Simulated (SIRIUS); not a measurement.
## ZrN in SIRIUS: convergence with radial points in a sphere

Input of the first run (radial points in a sphere 200); the others differ in this setting and in those tied to it:

sirius.json

```json
{
  "control": {
    "processing_unit": "cpu",
    "std_evp_solver_name": "lapack",
    "gen_evp_solver_name": "lapack",
    "verbosity": 2,
    "print_forces": true,
    "ortho_rf": true,
    "use_second_variation": true,
    "rmt_max": 3.0,
    "num_bands_to_print": 18,
    "save_wf": true
  },
  "parameters": {
    "electronic_structure_method": "full_potential_lapwlo",
    "xc_functionals": ["XC_GGA_X_PBE", "XC_GGA_C_PBE"],
    "core_relativity": "dirac",
    "valence_relativity": "iora",
    "num_fv_states": 18,
    "smearing": "fermi_dirac",
    "smearing_width": 0.0018374661,
    "pw_cutoff": 23,
    "gk_cutoff": 4.38,
    "lmax_apw": 13,
    "lmax_rho": 8,
    "lmax_pot": 8,
    "num_mag_dims": 0,
    "auto_rmt": 0,
    "ngridk": [10, 10, 10],
    "shiftk": [0, 0, 0],
    "num_dft_iter": 80,
    "energy_tol": 1e-07,
    "density_tol": 1e-05,
    "use_symmetry": true
  },
  "settings": {"tol_ne": 1e-10},
  "iterative_solver": {"type": "exact"},
  "mixer": {"type": "anderson", "beta": 0.5, "max_history": 8},
  "unit_cell": {
    "lattice_vectors": [[0.0, 4.3463700866, 4.3463700866], [4.3463700866, 0.0, 4.3463700866], [4.3463700866, 4.3463700866, 0.0]],
    "atom_types": ["N", "Zr"],
    "atom_files": {"N": "N.json", "Zr": "Zr.json"},
    "atoms": {"N": [[0.0, 0.0, 0.0]], "Zr": [[0.5, 0.5, 0.5]]}
  }
}
```

N.json

```json
{
  "name": "nitrogen",
  "symbol": "N",
  "number": 7,
  "mass": 14.0067,
  "rmin": 1e-06,
  "rmt": 1.6,
  "nrmt": 200,
  "rinf": 13.03,
  "core": "1s",
  "valence": [
    {"basis": [{"enu": 0.24, "dme": 0, "n": 0, "auto": 0}, {"enu": 0.24, "dme": 1, "n": 0, "auto": 0}]},
    {"l": 0, "n": 1, "basis": [{"enu": 0.1848, "dme": 0, "n": 0, "auto": 0}]},
    {"l": 1, "n": 2, "basis": [{"enu": 0.34, "dme": 0, "n": 0, "auto": 0}]},
    {"l": 2, "n": 3, "basis": [{"enu": 0.34, "dme": 0, "n": 0, "auto": 0}]},
    {"l": 3, "n": 4, "basis": [{"enu": 0.34, "dme": 0, "n": 0, "auto": 0}]}
  ],
  "lo": [
    {
      "l": 0,
      "basis": [{"enu": 0.1848, "dme": 0, "n": 0, "auto": 0}, {"enu": 0.1848, "dme": 1, "n": 0, "auto": 0}]
    },
    {
      "l": 0,
      "basis": [{"enu": 0.1848, "dme": 1, "n": 0, "auto": 0}, {"enu": 0.1848, "dme": 2, "n": 0, "auto": 0}]
    },
    {
      "l": 0,
      "basis": [{"enu": 0.1848, "dme": 0, "n": 0, "auto": 0}, {"enu": 4.8722, "dme": 0, "n": 0, "auto": 0}]
    },
    {"l": 1, "basis": [{"enu": 0.34, "dme": 0, "n": 0, "auto": 0}, {"enu": 0.34, "dme": 1, "n": 0, "auto": 0}]},
    {"l": 1, "basis": [{"enu": 0.34, "dme": 1, "n": 0, "auto": 0}, {"enu": 0.34, "dme": 2, "n": 0, "auto": 0}]},
    {"l": 1, "basis": [{"enu": 0.34, "dme": 0, "n": 0, "auto": 0}, {"enu": 5.7306, "dme": 0, "n": 0, "auto": 0}]},
    {"l": 2, "basis": [{"enu": 0.34, "dme": 0, "n": 0, "auto": 0}, {"enu": 0.34, "dme": 1, "n": 0, "auto": 0}]},
    {"l": 2, "basis": [{"enu": 0.34, "dme": 1, "n": 0, "auto": 0}, {"enu": 0.34, "dme": 2, "n": 0, "auto": 0}]},
    {"l": 2, "basis": [{"enu": 0.34, "dme": 0, "n": 0, "auto": 0}, {"enu": 6.4337, "dme": 0, "n": 0, "auto": 0}]},
    {"l": 3, "basis": [{"enu": 0.34, "dme": 0, "n": 0, "auto": 0}, {"enu": 0.34, "dme": 1, "n": 0, "auto": 0}]}
  ],
  "free_atom": [... radial grid and density of the free atom, the start of the SCF ...]
}
```

The input Zr.json:

```json
{
  "name": "zirconium",
  "symbol": "Zr",
  "number": 40,
  "mass": 91.224,
  "rmin": 1e-06,
  "rmt": 2.54,
  "nrmt": 200,
  "rinf": 17.42,
  "core": "1s2s2p3s3p3d",
  "valence": [
    {"basis": [{"enu": 0.24, "dme": 0, "n": 0, "auto": 0}, {"enu": 0.24, "dme": 1, "n": 0, "auto": 0}]},
    {"l": 0, "n": 1, "basis": [{"enu": 0.34, "dme": 0, "n": 0, "auto": 0}]},
    {"l": 1, "n": 2, "basis": [{"enu": 0.34, "dme": 0, "n": 0, "auto": 0}]},
    {"l": 2, "n": 3, "basis": [{"enu": 0.34, "dme": 0, "n": 0, "auto": 0}]},
    {"l": 3, "n": 4, "basis": [{"enu": 0.34, "dme": 0, "n": 0, "auto": 0}]}
  ],
  "lo": [
    {"l": 0, "basis": [{"enu": 0.34, "dme": 0, "n": 0, "auto": 0}, {"enu": 0.34, "dme": 1, "n": 0, "auto": 0}]},
    {
      "l": 0,
      "basis": [{"enu": -1.5212, "dme": 0, "n": 4, "auto": 1}, {"enu": -1.5212, "dme": 1, "n": 4, "auto": 1}]
    },
    {
      "l": 0,
      "basis": [{"enu": -1.5212, "dme": 1, "n": 4, "auto": 1}, {"enu": 0.34, "dme": 0, "n": 0, "auto": 0}]
    },
    {"l": 0, "basis": [{"enu": 0.34, "dme": 0, "n": 0, "auto": 0}, {"enu": 2.82, "dme": 0, "n": 0, "auto": 0}]},
    {"l": 1, "basis": [{"enu": 0.34, "dme": 0, "n": 0, "auto": 0}, {"enu": 0.34, "dme": 1, "n": 0, "auto": 0}]},
    {
      "l": 1,
      "basis": [{"enu": -0.7159, "dme": 0, "n": 4, "auto": 1}, {"enu": -0.7159, "dme": 1, "n": 4, "auto": 1}]
    },
    {
      "l": 1,
      "basis": [{"enu": -0.7159, "dme": 1, "n": 4, "auto": 1}, {"enu": 0.34, "dme": 0, "n": 0, "auto": 0}]
    },
    {"l": 1, "basis": [{"enu": 0.34, "dme": 0, "n": 0, "auto": 0}, {"enu": 3.192, "dme": 0, "n": 0, "auto": 0}]},
    {"l": 2, "basis": [{"enu": 0.34, "dme": 0, "n": 0, "auto": 0}, {"enu": 0.34, "dme": 1, "n": 0, "auto": 0}]},
    {"l": 2, "basis": [{"enu": 0.34, "dme": 1, "n": 0, "auto": 0}, {"enu": 0.34, "dme": 2, "n": 0, "auto": 0}]},
    {"l": 2, "basis": [{"enu": 0.34, "dme": 0, "n": 0, "auto": 0}, {"enu": 2.758, "dme": 0, "n": 0, "auto": 0}]},
    {"l": 3, "basis": [{"enu": 0.34, "dme": 0, "n": 0, "auto": 0}, {"enu": 0.34, "dme": 1, "n": 0, "auto": 0}]},
    {"l": 3, "basis": [{"enu": 0.34, "dme": 0, "n": 0, "auto": 0}, {"enu": 3.037, "dme": 0, "n": 0, "auto": 0}]}
  ],
  "free_atom": [... radial grid and density of the free atom, the start of the SCF ...]
}
```

Contents of sirius_start.json:

```json
{
  "control": {
    "processing_unit": "cpu",
    "std_evp_solver_name": "lapack",
    "gen_evp_solver_name": "lapack",
    "verbosity": 1,
    "print_forces": false,
    "ortho_rf": true,
    "use_second_variation": true,
    "rmt_max": 3.0,
    "num_bands_to_print": 18,
    "save_wf": false
  },
  "parameters": {
    "electronic_structure_method": "full_potential_lapwlo",
    "xc_functionals": ["XC_LDA_X", "XC_LDA_C_PW"],
    "core_relativity": "dirac",
    "valence_relativity": "iora",
    "num_fv_states": 18,
    "smearing": "fermi_dirac",
    "smearing_width": 0.0055123983,
    "pw_cutoff": 23,
    "gk_cutoff": 3.5,
    "lmax_apw": 13,
    "lmax_rho": 8,
    "lmax_pot": 8,
    "num_mag_dims": 0,
    "auto_rmt": 0,
    "ngridk": [4, 4, 4],
    "shiftk": [0, 0, 0],
    "num_dft_iter": 30,
    "energy_tol": 0.01,
    "density_tol": 0.05,
    "use_symmetry": true
  },
  "settings": {"tol_ne": 1e-10},
  "iterative_solver": {"type": "exact"},
  "mixer": {"type": "anderson", "beta": 0.5, "max_history": 8},
  "unit_cell": {
    "lattice_vectors": [[0.0, 4.3463700866, 4.3463700866], [4.3463700866, 0.0, 4.3463700866], [4.3463700866, 4.3463700866, 0.0]],
    "atom_types": ["N", "Zr"],
    "atom_files": {"N": "N.json", "Zr": "Zr.json"},
    "atoms": {"N": [[0.0, 0.0, 0.0]], "Zr": [[0.5, 0.5, 0.5]]}
  }
}
```

Potentials or basis: all-electron FP-LAPW, apw+lo standard.

The run is started by

```bash
$ OMP_NUM_THREADS=1 sirius.scf --input=sirius_start.json --output=start.json
$ OMP_NUM_THREADS=1 sirius.scf --input=sirius.json --output=output.json --task=1
```

Hardware: 1 thread of Arm Neoverse V2 (shared host).

Problem. The values tried are 200, 300, 450, 700, 1000, 1500, loosest first. From which on does the energy stay within 1 meV/atom of the tightest run that finished?

Solution. From 450 on.

| radial points in a sphere | energy less the tightest run, at zero smearing (meV/atom) | SCF cycles | CPU time (s) | peak memory (GiB) |
| --- | --- | --- | --- | --- |
| 200 | -13.22 | 22 | 150 | 0.5 |
| 300 | -2.00 | 8 | 69 | 0.5 |
| 450 | -0.44 | 8 | 72 | 0.53 |
| 700 | -0.08 | 8 | 77 | 0.58 |
| 1000 | -0.02 | 8 | 83 | 0.64 |
| 1500 | 0.00 | 8 | 92 | 0.73 |

The tightest run that finished is the yardstick and may itself not be fully converged.
